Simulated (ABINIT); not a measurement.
The system is MgO.

```xyz
2
Lattice="0.0000 2.0970 2.0970 2.0970 0.0000 2.0970 2.0970 2.0970 0.0000" Properties=species:S:1:pos:R:3 pbc="T T T"
Mg    0.0000    0.0000    0.0000
O     2.0970    2.0970    2.0970
```

The cell is a database's computed one.

Program: ABINIT 10.8.3 (patched build). Alike in all runs: task band structure; potentials or basis JTH PAW PBE v2.0; no spin polarisation; cell as given; k mesh 11 × 11 × 11; cutoff (eV) 762; smearing fermi-dirac 0.05 eV.

Task: Order these runs on this cell by their pressure, lowest first.
A. level AM05
B. level PBE
C. level RPBE
D. level BLYP
E. level SCAN

Result: E (0.7 GPa), A (2.9 GPa), B (6.6 GPa), D (9.5 GPa), C (11.1 GPa).

Caveats: the PAW data sets were made with another functional, which shifts forces and pressure a little (some runs).
